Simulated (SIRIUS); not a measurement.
**SnSe under changes of volume**

One of the cells (27.271 Å³/atom); the others are scaled copies at fixed shape and fractional positions:

```
Sn Se
1.0
     0.00000    3.01000    3.01000
     3.01000    0.00000    3.01000
     3.01000    3.01000    0.00000
Sn Se
1 1
Direct
  0.00000 0.00000 0.00000
  0.50000 0.50000 0.50000
```

Measurements of this composition are mostly on another form, of space group No. 62.

| Item | Value |
| --- | --- |
| Program | SIRIUS 7.10.0 |
| Functional | PBEsol |
| Potentials or basis | PseudoDojo 0.4.1 PBEsol standard (scalar relativistic) |
| Cutoff | 1177 eV |
| Density cutoff | 4707 eV |
| k mesh | 8 × 8 × 8 |
| Occupations | fermi-dirac, width 0.05 eV |
| Spin | no spin polarisation |

| volume (Å³/atom) | energy over the lowest point (meV/atom) | pressure (GPa) | gap on the mesh (eV) |
| --- | --- | --- | --- |
| 25.635 | 2.91 | 1.5 | 0.77 |
| 26.180 | 0.00 | 0.2 | 0.75 |
| 26.725 | 1.16 | -0.9 | 0.72 |
| 27.271 | 5.97 | -1.9 | 0.64 |
| 27.816 | ? | ? | ? |
| 28.362 | 25.03 | -3.6 | 0.48 |
| 28.907 | 38.63 | -4.4 | 0.40 |

What does the run at 27.816 Å³/atom give?

Energy over the lowest point 14.04 meV/atom; pressure -2.8 GPa; gap on the mesh 0.56 eV.

Worked out: A Birch-Murnaghan fit of order 3 (a polynomial in V^(-2/3)) to the other rows has its minimum at 26.29 Å³/atom with B0 = V·E''(V) = 56 GPa and B' = 4.3. It gives 14.03 meV/atom at 27.816 Å³/atom, against the run's 14.04, and -dE/dV = -2.8 GPa, against -2.8. A parabola through the other rows of the gap, of slope -4.03 eV per unit of ln V there, gives 0.58 eV, against the run's 0.56.

Energies are extrapolated to zero smearing.

Caveats: spin-orbit coupling is left out, which moves the levels of the heavy elements.

A mesh can miss the band edges.
